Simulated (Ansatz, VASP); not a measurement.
C: VASP beside Ansatz

```xyz
12
Lattice="2.5221 0.0000 0.0000 -1.2611 2.1842 0.0000 0.0000 0.0000 12.3557" Properties=species:S:1:pos:R:3 pbc="T T T"
C     0.0000    0.0000    2.3084
C     0.0000    0.0000    8.4862
C     0.0000    0.0000    3.8695
C     0.0000    0.0000   10.0473
C     0.0000    1.4561    6.4339
C     1.2611    0.7281    0.2561
C     0.0000    1.4561   12.0996
C     1.2611    0.7281    5.9218
C     0.0000    1.4561    7.9707
C     1.2611    0.7281    1.7928
C     0.0000    1.4561   10.5629
C     1.2611    0.7281    4.3850
```

Alike in both runs: functional PBE; k mesh 14 × 14 × 3; occupations fermi-dirac, width 0.05 eV; no spin polarisation.

Ansatz relaxed the structure, and its values are those at the end. VASP's run is a single point on that final structure, the one shown.

```csv
,VASP,Ansatz
version,VASP 6.6.1,Ansatz 0.2.0
potentials or method,"VASP PAW PBE potentials, release 64 (C)","plane-wave PAW, scalar-relativistic"
plane-wave cutoff (eV),520,420
valence electrons in the cell,48,48
```

|  | VASP | Ansatz | Ansatz less VASP |
| --- | --- | --- | --- |
| gap on the k mesh at the Fermi level (eV) | 4.40 | 4.40 | +0.008 |
| pressure (GPa) | 2.7 | 2.1 | -0.67 |
| rms of the force components (eV/Å) | 0.005 | 0.005 | +0.0005 |

Ansatz warned: «stress_scf_threshold_loose».

Caveats: an odd mesh through Γ misses points on the zone boundary, where band edges often lie.
